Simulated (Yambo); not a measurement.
# WS2 (R3m) in Yambo: a series of runs

One crystal, WS2, is run at these levels: PBEsol; tasks: optical spectrum.

All numbers are computed with Yambo 5.3.0; they aren't measurements. Logs are shortened: lines on timing, memory, paths and dates and some standing lists are left out, and cuts for length are marked.

## Step 1: The structure

Symmetry: R3m, No. 160, trigonal system. The conventional cell has a = 3.158 Å, b = 3.158 Å, c = 18.490 Å, α = 90.00°, β = 90.00°, γ = 120.00°. W (site symmetry 3m) is surrounded by 6 S at 2.39 to 2.42 Å. S (site symmetry 3m) has 3 W at 2.42 Å as nearest neighbours. S (site symmetry 3m) is surrounded by 3 W at 2.39 Å.

Measurements of this composition are mostly on another form, of space group No. 194.

## Step 2: Optical spectrum, PBEsol

optics0.in

```
optics
chi
Chimod= "IP"
% BndsRnXd
 1 | 33 |
%
% LongDrXd
 1 | 0 | 0 |
%
% QpntsRXd
 1 | 1 |
%
% EnRngeXd
 0 | 15 | eV
%
% DmRngeXd
 0.1 | 0.1 | eV
%
ETStpsXd= 150
```

scf.in

```
&CONTROL
  calculation = 'scf'
  prefix = 'pwscf'
  outdir = './tmp'
  pseudo_dir = './pseudo'
/
&SYSTEM
  ibrav = 0
  A = 6.42736331
  nat = 3
  ntyp = 2
  ecutwfc = 74
  nbnd = 20
  occupations = 'smearing'
  smearing = 'fd'
  degauss = 0.00367493
  force_symmorphic = .true.
/
&ELECTRONS
  conv_thr = 6d-10
  electron_maxstep = 120
  mixing_beta = 0.5
/
ATOMIC_SPECIES
W    183.8400 W.upf
S     32.0600 S.upf
CELL_PARAMETERS alat
   0.2456683906    0.1418367114    0.9589209503
  -0.2456683906    0.1418367114    0.9589209503
   0.0000000000   -0.2836734229    0.9589209503
ATOMIC_POSITIONS alat
W      0.0000000000    0.0000000000    0.0000000000
S      0.0000000000    0.0000000000    1.6713992164
S      0.0000000000    0.0000000000    2.1584351671
K_POINTS automatic
12 12 12 0 0 0
```

nscf.in

```
&CONTROL
  calculation = 'nscf'
  prefix = 'pwscf'
  outdir = './tmp'
  pseudo_dir = './pseudo'
/
&SYSTEM
  ibrav = 0
  A = 6.42736331
  nat = 3
  ntyp = 2
  ecutwfc = 74
  nbnd = 33
  occupations = 'fixed'
  force_symmorphic = .true.
/
&ELECTRONS
  conv_thr = 1d-08
  diago_full_acc = .true.
  diago_thr_init = 1d-06
/
ATOMIC_SPECIES
W    183.8400 W.upf
S     32.0600 S.upf
CELL_PARAMETERS alat
   0.2456683906    0.1418367114    0.9589209503
  -0.2456683906    0.1418367114    0.9589209503
   0.0000000000   -0.2836734229    0.9589209503
ATOMIC_POSITIONS alat
W      0.0000000000    0.0000000000    0.0000000000
S      0.0000000000    0.0000000000    1.6713992164
S      0.0000000000    0.0000000000    2.1584351671
K_POINTS automatic
12 12 12 0 0 0
```

Potentials or basis: PseudoDojo 0.4.1 SR PBEsol standard.

Launch:

```console
> OMP_NUM_THREADS=1 pw.x -in scf.in > scf.out
> OMP_NUM_THREADS=1 pw.x -in nscf.in > nscf.out
> cd tmp/pwscf.save; p2y; mv SAVE ../..; cd ../..
> OMP_NUM_THREADS=1 yambo
> OMP_NUM_THREADS=1 yambo -F optics0.in -J optics0 -C optics0_out
```

Yambo's report:

```text
[... sections 02.01 to 02.04 as in the set-up run ...]

  [02.05] Energies & Occupations
  ==============================

  [X] === General ===
  [X] Electronic Temperature                        :  0.000000  0.000000 [eV K]
  [X] Bosonic    Temperature                        :  0.000000  0.000000 [eV K]
  [X] Finite Temperature mode                       : no
  [X] El. density                                   :  0.48843E+24 [cm-3]
  [X] Fermi Level                                   :  11.65355 [eV]

  [X] === Gaps and Widths ===
  [X] Conduction Band Min                           :  0.975370 [eV]
  [X] Valence Band Max                              :  0.000000 [eV]
  [X] Filled Bands                                  :  13
  [X] Empty Bands                                   :   14   33
  [X] Direct Gap                                    :  1.885815 [eV]
  [X] Direct Gap localized at k                     :  139
  [X] Indirect Gap                                  :  0.975370 [eV]
  [X] Indirect Gap between kpts                     :  189   27
  [X] Last valence band width                       :  1.955056 [eV]
  [X] 1st conduction band width                     :  1.314302 [eV]

 [03] Transferred momenta grid and indexing
 ==========================================

 IBZ Q-points                                      :  189
 BZ  Q-points                                      :  1728

 K/Q-points units:
 rlu = crystal or reduced units; cc = cartesian coordinates; iku = interal k-units

 Q [  1]        [rlu]:  0.000000  0.000000  0.000000
 Q [  2]        [rlu]: -0.12640E-16 -0.91704E-17  0.83333E-01
 Q [  3]        [rlu]: -0.25280E-16 -0.18341E-16  0.16667
 Q [  4]        [rlu]: -0.71599E-16 -0.71599E-16  0.25000
 Q [  5]        [rlu]: -0.50559E-16 -0.36682E-16  0.33333
 Q [  6]        [rlu]: -0.45428E-16 -0.45428E-16  0.41667
[... 42 lines left out ...]
 Q [ 49]        [rlu]:  0.083333  0.083333  0.500000
 Q [ 50]        [rlu]:  0.083333  0.083333 -0.416667

 Remaining 139 points informations can be written running with -fatlog

 [04] Dipoles
 ============

  [04.01] Setup: observables and procedures
  =========================================

  [WARNING] [x,Vnl] slows the Dipoles computation. To neglect it rename the ns.kb_pp file
  [WF-Oscillators/G space/Transverse up loader] Normalization (few states)  min/max  :  0.56379E-17   1.0000

  [WR./optics0//ndb.dipoles]------------------------------------------------------
   Brillouin Zone Q/K grids (IBZ/BZ)                :   189  1728   189  1728
   RL vectors                                       :   5297 [WF]
   Fragmentation                                    : yes
   Electronic Temperature                           :  0.000000 [K]
   Bosonic    Temperature                           :  0.000000 [K]
   DIP band range                                   :    1   33
   DIP band range limits                            :  13  14
   DIP e/h energy range                             : -1.000000 -1.000000 [eV]
   RL vectors in the sum                            :   5297
   [r,Vnl] included                                 : yes
   Bands ordered                                    : yes
   Direct v evaluation                              : no
   Approach used                                    : G-space v
   Dipoles computed                                 : R V P [G-space]
   Wavefunctions                                    : Perdew, Burke & Ernzerhof SOL(X)+Perdew, Burke & Ernzerhof SOL(C)

  [WARNING] [r,Vnl^pseudo] included in position and velocity dipoles.

  [WARNING] In case H contains other non local terms, these are neglected

 [05] Optics
 ===========

 [X-CG] R(p) Tot o/o(of R):    38289   449280      100
```

It took 24 min on 1 thread of Arm Neoverse V2, shared host; peak memory 0.35 GiB.

Results:

| Property | Result |
| --- | --- |
| Band gap on the k mesh, mean-field level | 0.98 eV, indirect (least direct gap 1.89 eV) |
| Absorption peak | 2.52 eV |
| Electronic dielectric constant along the field | 14.73 |

Dielectric function (along the field direction of the input):
| energy (eV) | real part | imaginary part |
| --- | --- | --- |
| 0.30 | 14.84 | 0.37 |
| 0.60 | 15.16 | 0.41 |
| 1.01 | 16.04 | 0.52 |
| 1.41 | 17.85 | 0.86 |
| 1.71 | 20.88 | 2.33 |
| 2.11 | 21.18 | 3.30 |
| 2.52 | 22.62 | 21.70 |
| 2.92 | 15.71 | 20.24 |
| 3.22 | 8.70 | 17.99 |
| 3.62 | 4.46 | 15.28 |
| 4.03 | 6.73 | 14.32 |
| 4.43 | 4.56 | 14.84 |
| 4.73 | 2.30 | 15.13 |
| 5.13 | -0.68 | 13.99 |
| 5.54 | -0.37 | 11.46 |
| 5.94 | -1.00 | 10.18 |
| 6.24 | -1.32 | 8.90 |
| 6.64 | -0.98 | 8.92 |
| 7.05 | -2.05 | 7.99 |
| 7.45 | -1.88 | 6.89 |
| 7.75 | -3.08 | 5.60 |
| 8.15 | -1.25 | 4.17 |
| 8.56 | -0.51 | 4.45 |
| 8.96 | -0.80 | 4.04 |
| 9.26 | -0.43 | 5.13 |
| 9.66 | -0.87 | 4.43 |
| 10.07 | -1.17 | 4.51 |
| 10.47 | -1.21 | 4.36 |
| 10.77 | -0.95 | 3.67 |
| 11.17 | -1.29 | 4.44 |
| 11.58 | -1.34 | 3.85 |
| 11.98 | -1.69 | 3.38 |
| 12.28 | -1.64 | 3.49 |
| 12.68 | -1.91 | 3.22 |
| 13.09 | -1.75 | 2.42 |
| 13.49 | -1.71 | 2.60 |
| 13.79 | -1.91 | 2.33 |
| 14.19 | -1.74 | 2.02 |
| 14.60 | -1.66 | 1.93 |
| 15.00 | -1.54 | 1.56 |

Caveat: independent-particle spectra lack excitons; spin-orbit coupling is left out, which moves the levels of the heavy elements.

## Step 3: Optical spectrum, PBEsol

optics1.in

```
optics
chi
Chimod= "HARTREE"
% BndsRnXd
 1 | 33 |
%
NGsBlkXd= 1 Ry
% LongDrXd
 1 | 0 | 0 |
%
% QpntsRXd
 1 | 1 |
%
% EnRngeXd
 0 | 30 | eV
%
% DmRngeXd
 0.05 | 0.05 | eV
%
ETStpsXd= 200
```

scf.in is that of step 2.

nscf.in is that of step 2.

Potentials or basis: PseudoDojo 0.4.1 SR PBEsol standard.

Launch:

```console
> OMP_NUM_THREADS=1 pw.x -in scf.in > scf.out
> OMP_NUM_THREADS=1 pw.x -in nscf.in > nscf.out
> cd tmp/pwscf.save; p2y; mv SAVE ../..; cd ../..
> OMP_NUM_THREADS=1 yambo
> OMP_NUM_THREADS=1 yambo -F optics1.in -J optics1 -C optics1_out
```

Yambo's report:

```text
[... sections 02.01 to 02.04 as in the set-up run ...]

  [02.05] Energies & Occupations
  ==============================

  [X] === General ===
  [X] Electronic Temperature                        :  0.000000  0.000000 [eV K]
  [X] Bosonic    Temperature                        :  0.000000  0.000000 [eV K]
  [X] Finite Temperature mode                       : no
  [X] El. density                                   :  0.48843E+24 [cm-3]
  [X] Fermi Level                                   :  11.65355 [eV]

  [X] === Gaps and Widths ===
  [X] Conduction Band Min                           :  0.975370 [eV]
  [X] Valence Band Max                              :  0.000000 [eV]
  [X] Filled Bands                                  :  13
  [X] Empty Bands                                   :   14   33
  [X] Direct Gap                                    :  1.885815 [eV]
  [X] Direct Gap localized at k                     :  139
  [X] Indirect Gap                                  :  0.975370 [eV]
  [X] Indirect Gap between kpts                     :  189   27
  [X] Last valence band width                       :  1.955056 [eV]
  [X] 1st conduction band width                     :  1.314302 [eV]

 [03] Transferred momenta grid and indexing
 ==========================================

 IBZ Q-points                                      :  189
 BZ  Q-points                                      :  1728

 K/Q-points units:
 rlu = crystal or reduced units; cc = cartesian coordinates; iku = interal k-units

 Q [  1]        [rlu]:  0.000000  0.000000  0.000000
 Q [  2]        [rlu]: -0.12640E-16 -0.91704E-17  0.83333E-01
 Q [  3]        [rlu]: -0.25280E-16 -0.18341E-16  0.16667
 Q [  4]        [rlu]: -0.71599E-16 -0.71599E-16  0.25000
 Q [  5]        [rlu]: -0.50559E-16 -0.36682E-16  0.33333
 Q [  6]        [rlu]: -0.45428E-16 -0.45428E-16  0.41667
[... 42 lines left out ...]
 Q [ 49]        [rlu]:  0.083333  0.083333  0.500000
 Q [ 50]        [rlu]:  0.083333  0.083333 -0.416667

 Remaining 139 points informations can be written running with -fatlog

 [04] Dipoles
 ============

  [04.01] Setup: observables and procedures
  =========================================

  [WARNING] [x,Vnl] slows the Dipoles computation. To neglect it rename the ns.kb_pp file
  [WF-Oscillators/G space/Transverse up loader] Normalization (few states)  min/max  :  0.56379E-17   1.0000

  [WR./optics1//ndb.dipoles]------------------------------------------------------
   Brillouin Zone Q/K grids (IBZ/BZ)                :   189  1728   189  1728
   RL vectors                                       :   5297 [WF]
   Fragmentation                                    : yes
   Electronic Temperature                           :  0.000000 [K]
   Bosonic    Temperature                           :  0.000000 [K]
   DIP band range                                   :    1   33
   DIP band range limits                            :  13  14
   DIP e/h energy range                             : -1.000000 -1.000000 [eV]
   RL vectors in the sum                            :   5297
   [r,Vnl] included                                 : yes
   Bands ordered                                    : yes
   Direct v evaluation                              : no
   Approach used                                    : G-space v
   Dipoles computed                                 : R V P [G-space]
   Wavefunctions                                    : Perdew, Burke & Ernzerhof SOL(X)+Perdew, Burke & Ernzerhof SOL(C)

  [WARNING] [r,Vnl^pseudo] included in position and velocity dipoles.

  [WARNING] In case H contains other non local terms, these are neglected

 [05] Optics
 ===========

 [X-CG] R(p) Tot o/o(of R):    38289   449280      100
```

o-optics1.eps_q1_inv_rpa_dyson:

```text
# Absorption @ Q(1):   1.00000000      0.00000000      0.00000000    [q->0 direction]
#
# [ X ] Hartree size                              :   5
# [GEN] GF Energies                               : Perdew, Burke & Ernzerhof SOL(X)+Perdew, Burke & Ernzerhof SOL(C)
# [GEN] Green`s Function                          : T-ordered
#
# [GEN] Gauge                                     : Length
# [GEN] [r,Vnl] included                          : yes
#
#    E[1] [eV]          Im(eps)            Re(eps)            Im(eps_o)          Re(eps_o)
#
        0.000000           0.179765           14.74202           0.179765           14.74202
        0.150754           0.181104           14.76746           0.181104           14.76746
        0.301508           0.185220           14.84475           0.185220           14.84475
        0.452261           0.192423           14.97679           0.192423           14.97679
        0.603015           0.203299           15.16890           0.203299           15.16890
        0.753769           0.218856           15.42952           0.218856           15.42952
[... 192 lines left out ...]
        29.84925           0.013891           0.525550           0.013891           0.525550
        30.00000           0.014632           0.531665           0.014632           0.531665
#
```

It took 25 min on 1 thread of Arm Neoverse V2, shared host; peak memory 5.5 GiB.

Results:

* Band gap on the k mesh, mean-field level: 0.98 eV, indirect (least direct gap 1.89 eV)
* Absorption peak: 3.02 eV
* Electronic dielectric constant along the field: 14.74
* Electronic dielectric constant along the field, independent particles: 14.74
* Peak of the energy-loss function: 23.5 eV

Dielectric function (along the field direction of the input):
```csv
energy (eV),real part,imaginary part
0.30,14.84,0.19
0.75,15.43,0.22
1.21,16.80,0.32
1.81,24.52,3.93
2.26,26.85,2.85
2.71,16.85,17.39
3.32,9.60,18.27
3.77,6.39,12.71
4.22,4.08,15.01
4.82,0.33,14.66
5.28,-2.03,12.21
5.73,-0.59,9.96
6.33,-1.65,8.39
6.78,-2.01,8.10
7.24,-2.56,6.71
7.84,-2.86,4.55
8.29,-0.26,4.74
8.74,-1.31,5.79
9.35,-0.54,5.30
9.80,-0.79,5.05
10.25,-0.98,4.41
10.85,-0.40,3.78
11.31,-1.72,4.27
11.76,-1.93,4.25
12.36,-1.80,3.55
12.81,-2.22,3.15
13.27,-1.58,2.62
13.87,-2.04,2.21
14.32,-1.85,1.85
14.77,-1.82,1.60
15.38,-1.47,1.32
15.83,-1.24,1.23
16.28,-1.40,1.25
16.88,-1.21,0.95
17.34,-1.14,0.79
17.79,-0.98,0.71
18.39,-0.84,0.58
18.84,-0.73,0.37
19.30,-0.62,0.40
19.90,-0.46,0.31
```

Energy-loss function:
| energy (eV) | loss |
| --- | --- |
| 0.0 | 0.001 |
| 1.4 | 0.001 |
| 2.6 | 0.029 |
| 3.9 | 0.056 |
| 5.3 | 0.080 |
| 6.5 | 0.115 |
| 7.8 | 0.157 |
| 9.2 | 0.192 |
| 10.4 | 0.212 |
| 11.8 | 0.195 |
| 13.1 | 0.299 |
| 14.3 | 0.270 |
| 15.7 | 0.368 |
| 16.9 | 0.401 |
| 18.2 | 0.524 |
| 19.6 | 0.743 |
| 20.8 | 1.473 |
| 22.2 | 3.948 |
| 23.5 | 8.516 |
| 24.7 | 3.671 |
| 26.1 | 0.818 |
| 27.4 | 0.296 |
| 28.6 | 0.104 |
| 30.0 | 0.052 |

Caveat: these spectra lack excitons; spin-orbit coupling is left out, which moves the levels of the heavy elements. PBEsol gaps usually lie below the measured ones, often by a third to a half.

(Continued in part 2 of 3.)
